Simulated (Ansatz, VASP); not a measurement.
**Al2Au in VASP and in Ansatz**

INCAR

```
SYSTEM = Al2Au
PREC     = Accurate       ! precision mode
ENCUT    = 520            ! plane-wave cutoff, eV
EDIFF    = 1E-6           ! SCF threshold, eV
ISMEAR   = 0              ! smearing method
SIGMA    = 0.1            ! smearing width, eV
LREAL    = .False.        ! projectors in reciprocal space
LASPH    = .True.         ! aspherical terms in the spheres
NELM     = 60             ! most SCF steps
ALGO     = Fast           ! electronic algorithm
ISIF     = 2              ! what is computed and relaxed
LWAVE    = .False.        ! write WAVECAR
LCHARG   = .False.        ! write CHGCAR
GGA      = PE             ! functional
NBANDS   = 16             ! bands
```

File KPOINTS:

```
Automatic mesh
0
Gamma
  12 12 12
  0 0 0
```

File POSCAR:

```
Al2Au
1.0
    0.0000000000      2.9039743353      2.9039743353
    2.9039743353      0.0000000000      2.9039743353
    2.9039743353      2.9039743353      0.0000000000
Al Au
2 1
Direct
    0.2500000000      0.2500000000      0.2500000000
    0.7500000000      0.7500000000      0.7500000000
    0.0000000000      0.0000000000      0.0000000000
```

Input for Ansatz:

```yaml
crystal:
  lattice:
    - [0.0, 2.9039743353, 2.9039743353]
    - [2.9039743353, 0.0, 2.9039743353]
    - [2.9039743353, 2.9039743353, 0.0]
  atoms:
    - { symbol: Al, position: [0.25, 0.25, 0.25] }
    - { symbol: Al, position: [0.75, 0.75, 0.75] }
    - { symbol: Au, position: [0.0, 0.0, 0.0] }
basis:
  ecutwfc: 420
kpoints:
  mp_grid: { grid: [12, 12, 12] }
hamiltonian:
  xc: pbe
scf:
  occupations: { method: gaussian, width: 0.1 }
output:
  forces: true
  stress: true
  eigenvalues: true
  write_density: true
  write_potential: true
  elf: true
  volumetric_format: npy
```

Alike in both runs: task single point; functional PBE; k mesh 12 × 12 × 12; occupations gaussian, width 0.1 eV; no spin polarisation.

|  | VASP | Ansatz |
| --- | --- | --- |
| version | VASP 6.6.1 | Ansatz 0.2.0 |
| potentials or method | VASP PAW PBE potentials, release 64 (Al, Au) | scalar-relativistic, plane waves, PAW |
| plane-wave cutoff (eV) | 520 | 420 |
| valence electrons in the cell | 17 | 25 |

```tsv
	VASP	Ansatz	Ansatz less VASP
gap on the k mesh at the Fermi level (eV)	none	none	-
pressure (GPa)	17.8	18.2	+0.37
```

A gap of «none» marks a metal or a gap that the smearing closes. The two sets of potentials don't hold the same shells in valence.

Caveats: so large a pressure means that the cell lies far from this level's equilibrium, or that cutoff or potentials fall short (VASP). Spin-orbit coupling is left out, which matters for the levels of Au.
